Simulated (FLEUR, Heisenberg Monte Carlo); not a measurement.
## Anisotropy and exchange couplings of free-standing square Cr monolayer, spacing 2.714 A with FLEUR

Wanted: anisotropy and exchange couplings for free-standing square Cr monolayer, spacing 2.714 A, with the cost of each step.

Main program and level: FLEUR MaX-R8.1; LDA (VWN); all-electron FLAPW film, Dirac cores, scalar-relativistic bands.

Most raw output is cut from this account.

### Step 1. The structure

The cell holds 1 atom: 1 Cr. Its edges and angles: a = 2.714 Å, b = 2.714 Å, c = 14.000 Å, α = 90.0°, β = 90.0°, γ = 90.0°. Model lattice. Vacuum lies along c.

Structure file:

```xyz
1
Lattice="2.7140 0.0000 0.0000 0.0000 2.7140 0.0000 0.0000 0.0000 14.0000" Properties=species:S:1:pos:R:3
Cr    0.0000    0.0000    7.0000
```

### Step 2. Reference state

The force theorems are single passes in this state's potential, so it has to be converged first.

No symmetry is used, so that later steps may turn the spins freely; k and −k are joined. FLEUR takes the sheet as a true film: the images along c are dropped, heights are typed in bohr, and the vacuum on both sides is semi-infinite. inpgen writes inp.xml from crystal.txt; cutoffs, mixing, functional, smearing and local orbitals are then set in the file. The k list scf (kpts.xml, not shown) is a Γ-centred 12×12×1 mesh; where the ranks do not divide the number of points, some are split in two of half the weight.

inp.xml

```
<?xml version="1.0" encoding="UTF-8" standalone="no"?>
<fleurInput fleurInputVersion="0.39">
   <comment>
      Cr
   </comment>
   <calculationSetup>
      <cutoffs Kmax="3.6" Gmax="10.8" GmaxXC="10.8" numbands="0"/>
      <scfLoop itmax="120" minDistance="0.00002" maxIterBroyd="15" imix="Anderson" alpha="0.03" precondParam="0.0" spinf="2.0" sdNocoIR="T"/>
      <coreElectrons ctail="F" frcor="F" kcrel="0" coretail_lmax="0"/>
      <xcFunctional name="vwn" relativisticCorrections="F"/>
      <magnetism jspins="2" l_noco="F" l_ss="F">
         <qss>0.0 0.0 0.0</qss>
         <mtNocoParams l_mperp="F" l_mtNocoPot="F" l_relaxSQA="F" mag_mixing_scheme="0" mix_RelaxWeightOffD="1.0" l_constrained="F" mix_constr="1.0"/>
         <sourceFreeMag l_sourceFree="F" l_scaleMag="F" mag_scale="1.0"/>
      </magnetism>
      <soc l_soc="F" theta="0.0" phi="0.0" spav="F"/>
      <expertModes spex="0" secvar="F"/>
      <geometryOptimization l_f="F" forcealpha="1.0" forcemix="BFGS" epsdisp="0.00001" epsforce="0.00001"/>
      <ldaU l_linMix="F" mixParam="0.05" spinf="1.0"/>
   </calculationSetup>
   <cell>
      <bzIntegration valenceElectrons="14.0" mode="hist" fermiSmearingEnergy="0.00293995">
         <kPointListSelection listName="scf"/>
         <xi:include xmlns:xi="http://www.w3.org/2001/XInclude" href="kpts.xml"> </xi:include>
      </bzIntegration>
      <xi:include xmlns:xi="http://www.w3.org/2001/XInclude" href="sym.xml"> </xi:include>
      <filmLattice scale="1.0" dVac="5.68" dTilda="8.18">
         <bravaisMatrixFilm>
            <row-1>    5.1287167021643993     0.0000000000000000</row-1>
            <row-2>    0.0000000000000000     5.1287167021643993</row-2>
         </bravaisMatrixFilm>
         <vacuumEnergyParameters vacuum="1" spinUp="-.25" spinDown="-.25"/>
         <vacuumEnergyParameters vacuum="2" spinUp="-.25" spinDown="-.25"/>
      </filmLattice>
   </cell>
   <atomSpecies>
      <species name="Chromium (2.500" element="Cr" atomicNumber="24">
         <mtSphere radius="2.44" gridPoints="807" logIncrement="0.015"/>
         <atomicCutoffs lmax="10" lnonsphr="8"/>
         <electronConfig flipSpins="F">
            <coreConfig>(1s1/2) (2s1/2) (2p1/2) (2p3/2)</coreConfig>
            <valenceConfig>(3s1/2) (3p1/2) (3p3/2) (4s1/2) (3d3/2) (3d5/2)</valenceConfig>
            <stateOccupation state="(4s1/2)" spinUp="0.5" spinDown="0.5"/>
            <stateOccupation state="(3d3/2)" spinUp="1.0" spinDown="1.0"/>
            <stateOccupation state="(3d5/2)" spinUp="2.75" spinDown="0.25"/>
         </electronConfig>
         <energyParameters s="4" p="4" d="3" f="4"/>
         <lo type="SCLO" l="0" n="3" eDeriv="0"/>
         <lo type="SCLO" l="1" n="3" eDeriv="0"/>
      </species>
   </atomSpecies>
   <atomGroups>
      <atomGroup species="Chromium (2.500">
         <filmPos label="                   1">.0000000000 .0000000000 .0000000000</filmPos>
         <force calculate="T" relaxXYZ="TTT"/>
         <nocoParams  alpha="0.0" beta="0.0"/>
      </atomGroup>
   </atomGroups>
   <output dos="F" band="F" slice="F">
      <bandDOS minEnergy="-.5*Htr" maxEnergy="0.5*Htr" sigma="0.015" storeEVData="T"/>
      <plotting iplot="0" polar="F">
         <plot TwoD="T" vec1="  1.0  0.0  0.0" vec2="  0.0  1.0  0.0" vec3="  0.0  0.0  1.0" zero="  0.0  0.0 -0.5" file="plot"/>
      </plotting>
      <moessbauerParams electricFieldGradient="F" isomerShift="F" coreHyperfine="F" valenceHyperfine="F"/>
   </output>
</fleurInput>
```

crystal.txt

```
Cr
&input film=T cartesian=F /
2.71400000000  0.00000000000  0.00000000000
0.00000000000  2.71400000000  0.00000000000
0.00000000000  0.00000000000  1.00000000000
1.8897261246
1.0 1.0 1.0

1
24 0.00000000000  0.00000000000  0.00000000000 : 2.500

&kpt div1=12 div2=12 div3=1 gamma=T /
```

The run is started by

```sh
> OMP_NUM_THREADS=1 inpgen -f crystal.txt -nosym -noco > inpgen.log  # inp.xml is then edited as shown
> OMP_NUM_THREADS=1 mpirun -n 4 fleur_MPI > fleur.log
```

Elapsed: 37 s, on 4 MPI ranks of Intel Xeon 6975P-C (Granite Rapids), shared host; peak memory 0.61 GiB.

This step gave:

```yaml
free_energy: -28538.1990 eV
program_s_band_gap_on_this_mesh_in_a_metal_only_a_level_spacing: 0 eV
magnetization: 4.375 μB
final_state: ferromagnetic
largest_moment: 3.797 μB
```

After 32 cycles the largest moment stands at 3.80 μB.

### Step 3. Energy against the direction of the moments

Anisotropy is a small difference, so it is taken from sums over occupied states at a frozen potential, where most errors cancel.

One pass with spin–orbit coupling for each direction, from the saved density. Inversion lets half of the mesh serve, which the program's warning doesn't know. The k list mae (kpts.xml, not shown) is a Γ-centred 24×24×1 mesh.

inp.xml: that of step 2 with these lines changed.

```diff
@@ -6,4 +6,4 @@
    <calculationSetup>
-      <cutoffs Kmax="3.6" Gmax="10.8" GmaxXC="10.8" numbands="0"/>
-      <scfLoop itmax="120" minDistance="0.00002" maxIterBroyd="15" imix="Anderson" alpha="0.03" precondParam="0.0" spinf="2.0" sdNocoIR="T"/>
+      <cutoffs Kmax="3.6" Gmax="10.8" GmaxXC="10.8" numbands="38"/>
+      <scfLoop itmax="1" minDistance="0.00002" maxIterBroyd="15" imix="Anderson" alpha="0.03" precondParam="0.0" spinf="2.0" sdNocoIR="T"/>
       <coreElectrons ctail="F" frcor="F" kcrel="0" coretail_lmax="0"/>
@@ -15,3 +15,3 @@
       </magnetism>
-      <soc l_soc="F" theta="0.0" phi="0.0" spav="F"/>
+      <soc l_soc="T" theta="0.0" phi="0.0" spav="F"/>
       <expertModes spex="0" secvar="F"/>
@@ -22,3 +22,3 @@
       <bzIntegration valenceElectrons="14.0" mode="hist" fermiSmearingEnergy="0.00293995">
-         <kPointListSelection listName="scf"/>
+         <kPointListSelection listName="mae"/>
          <xi:include xmlns:xi="http://www.w3.org/2001/XInclude" href="kpts.xml"> </xi:include>
@@ -65,2 +65,5 @@
    </output>
+   <forceTheorem>
+      <MAE theta="0.0 1.5707963 1.5707963" phi="0.0 0.0 1.5707963"/>
+   </forceTheorem>
 </fleurInput>
```

The run is started by

```sh
> OMP_NUM_THREADS=1 mpirun -n 4 fleur_MPI -warn_only > fleur.log
```

Elapsed: 8.2 s, on 4 MPI ranks; peak memory 0.46 GiB.

Anisotropy energies, by row:

| axis | x | y | z | band energy less the first axis' (meV a cell) |
| --- | --- | --- | --- | --- |
| z | 0 | 0 | 1 | 0 |
| x | 1 | 0 | 0 | 0.1548 |
| y | 0 | 1 | 0 | 0.1548 |

Shape anisotropy is not in these numbers.

### Step 4. Cone spirals

A narrow cone is a small rotation, for which the force theorem holds; spirals of any q fit in this cell.

All spins tilt by 20° and precess with wavevector q. The points are the irreducible ones of a 6×6×1 mesh. The k list spirals (kpts.xml, not shown) is a Γ-centred 24×24×1 mesh.

inp.xml: that of step 3 with these lines changed.

```diff
@@ -6,3 +6,3 @@
    <calculationSetup>
-      <cutoffs Kmax="3.6" Gmax="10.8" GmaxXC="10.8" numbands="38"/>
+      <cutoffs Kmax="3.6" Gmax="10.8" GmaxXC="10.8" numbands="0"/>
       <scfLoop itmax="1" minDistance="0.00002" maxIterBroyd="15" imix="Anderson" alpha="0.03" precondParam="0.0" spinf="2.0" sdNocoIR="T"/>
@@ -10,3 +10,3 @@
       <xcFunctional name="vwn" relativisticCorrections="F"/>
-      <magnetism jspins="2" l_noco="F" l_ss="F">
+      <magnetism jspins="2" l_noco="T" l_ss="T">
          <qss>0.0 0.0 0.0</qss>
@@ -15,3 +15,3 @@
       </magnetism>
-      <soc l_soc="T" theta="0.0" phi="0.0" spav="F"/>
+      <soc l_soc="F" theta="0.0" phi="0.0" spav="F"/>
       <expertModes spex="0" secvar="F"/>
@@ -22,3 +22,3 @@
       <bzIntegration valenceElectrons="14.0" mode="hist" fermiSmearingEnergy="0.00293995">
-         <kPointListSelection listName="mae"/>
+         <kPointListSelection listName="spirals"/>
          <xi:include xmlns:xi="http://www.w3.org/2001/XInclude" href="kpts.xml"> </xi:include>
@@ -55,3 +55,3 @@
          <force calculate="T" relaxXYZ="TTT"/>
-         <nocoParams  alpha="0.0" beta="0.0"/>
+         <nocoParams  alpha="0.0" beta="0.3490659"/>
       </atomGroup>
@@ -66,3 +66,14 @@
    <forceTheorem>
-      <MAE theta="0.0 1.5707963 1.5707963" phi="0.0 0.0 1.5707963"/>
+      <spinSpiralDispersion>
+         <q>0.00000000 0.00000000 0.00000000</q>
+         <q>0.00000000 0.16666667 0.00000000</q>
+         <q>0.00000000 0.33333333 0.00000000</q>
+         <q>0.00000000 0.50000000 0.00000000</q>
+         <q>0.16666667 0.16666667 0.00000000</q>
+         <q>0.16666667 0.33333333 0.00000000</q>
+         <q>0.16666667 0.50000000 0.00000000</q>
+         <q>0.33333333 0.33333333 0.00000000</q>
+         <q>0.33333333 0.50000000 0.00000000</q>
+         <q>0.50000000 0.50000000 0.00000000</q>
+      </spinSpiralDispersion>
    </forceTheorem>
```

Elapsed: 78 s, on 4 MPI ranks; peak memory 0.61 GiB; 5.2 min of CPU time.

Spiral energies, by row:

| q1 | q2 | q3 | band energy less that at q = 0 (meV a cell) |
| --- | --- | --- | --- |
| 0 | 0 | 0 | 0 |
| 0 | 0.1667 | 0 | -13.55 |
| 0 | 0.3333 | 0 | -45.63 |
| 0 | 0.5 | 0 | -58.8 |
| 0.1667 | 0.1667 | 0 | -31.14 |
| 0.1667 | 0.3333 | 0 | -54.2 |
| 0.1667 | 0.5 | 0 | -71.87 |
| 0.3333 | 0.3333 | 0 | -79.81 |
| 0.3333 | 0.5 | 0 | -98.39 |
| 0.5 | 0.5 | 0 | -115.1 |

### Step 5. The spin model

Energy differences over sin² of the cone give J(q); symmetry fills the mesh, and a Fourier sum gives the pairs.

J by shell of neighbours. Convention: E = -sum over ordered pairs of J e_i.e_j, unit vectors; induced moments turn with the spiral.

| from | to | distance (Å) | count | J (meV) |
| --- | --- | --- | --- | --- |
| Cr1 | Cr | 2.71 | 4 | -117 |
| Cr1 | Cr | 3.84 | 4 | -2.63 |
| Cr1 | Cr | 5.43 | 4 | 5.56 |
| Cr1 | Cr | 6.07 | 8 | -3.30 |
| Cr1 | Cr | 7.68 | 4 | -1.63 |

Pairs that symmetry makes alike are averaged. Farther pairs are folded with their periodic images: they enter the temperatures but not the table.

Derived from these couplings:

- distance up to which pairs are told from their periodic images: 8.142 Å
- largest imaginary part left by the Fourier sum: 2.62e-14 meV
- wavevector of the mean-field order: 0.5, 0.5, 0 reciprocal lattice
- energy of the cheapest spiral on the q mesh, over sin² of its cone, a magnetic atom: -983.7 meV
- its wavevector: 0.5, 0.5, 0 reciprocal lattice
- ordering temperature, mean field: 3885 K

### Step 6. Finite temperature

Classical unit spins on 24×24×1 cells (576 spins), 40 couplings a spin. Heat-bath moves, cooled from random spins, 300 sweeps to settle and 800 measured at each temperature, averaged over 4 runs.

Run time: 4.7 s. Hardware: 4 threads.

| T (K) | net moment | heat capacity (k_B a spin) |
| --- | --- | --- |
| 583 | 0.01 | 1.06 |
| 777 | 0.01 | 1.12 |
| 971 | 0.01 | 1.07 |
| 1166 | 0.01 | 1.15 |
| 1360 | 0.01 | 1.22 |
| 1554 | 0.02 | 1.30 |
| 1748 | 0.02 | 1.38 |
| 1943 | 0.02 | 1.49 |
| 2137 | 0.02 | 1.79 |
| 2331 | 0.02 | 1.70 |
| 2525 | 0.02 | 1.57 |
| 2720 | 0.02 | 1.14 |
| 2914 | 0.02 | 0.99 |
| 3108 | 0.02 | 0.84 |
| 3302 | 0.02 | 0.69 |
| 3497 | 0.02 | 0.63 |
| 3691 | 0.03 | 0.52 |
| 3885 | 0.03 | 0.48 |
| 4079 | 0.03 | 0.42 |

The cooled spins do not end in the run's own pattern, so only the heat capacity marks where order grows.

### Step 7. Summary of results

| Quantity | Value |
| --- | --- |
| reference state, unstable against spirals | ferromagnetic |
| largest sphere moment | 3.80 μB |
| easy direction of those tried | z |
| energy along x less z, force theorem | 0.155 meV a primitive cell |
| J, nearest shell (E = −Σ J e·e, ordered pairs) | -117 meV |
| ordering temperature, mean field | 3885 K |
| heat-capacity peak in Monte Carlo, interpolated | 2230 K |

By the force theorem the moments prefer z; shape anisotropy is not in it, and in a film it favours the plane. It is not shown converged in the mesh. It belongs to the typed state, which is not the lowest. A rotation at q = (0.5, 0.5, 0) lowers the energy, so by its own couplings the state is not the lowest. The couplings rotate rigid moments in a frozen potential; they can miss the sizes that self-consistent rotations give. Far couplings hang on the mesh, in metals near ones too. Monte Carlo puts the peak at 0.57 of the mean-field temperature; besides fluctuations, rival orders and the fit of the order to the finite box enter that ratio. On cooling the model does not settle into the pattern of the DFT state; its strongest order lies at q = (0.5, 0.5, 0). Isotropic couplings in two dimensions do not order above 0 K (Mermin–Wagner): the mean-field value is only a scale of the couplings, and the Monte Carlo peak marks a crossover of the finite box. The state was typed, and no other order was converged beside it, so it need not be the ground state.

[Logs and program files are shortened in this print: banners, set-up blocks, solver, clock and traceback lines can be left out without a mark of their own.]

[Logs are printed without paths, hosts, clocks, repeated set-up lines and the standing remarks that a program may print on its own settings, such as how far it seeks lower states.]

[Hosts, paths, dates, database ids (printed as entryN), source tags and the programs' standing remarks are cut or masked in the printed files.]

[Where a cell is said to come from a database of computed structures, the database is the Materials Project.]
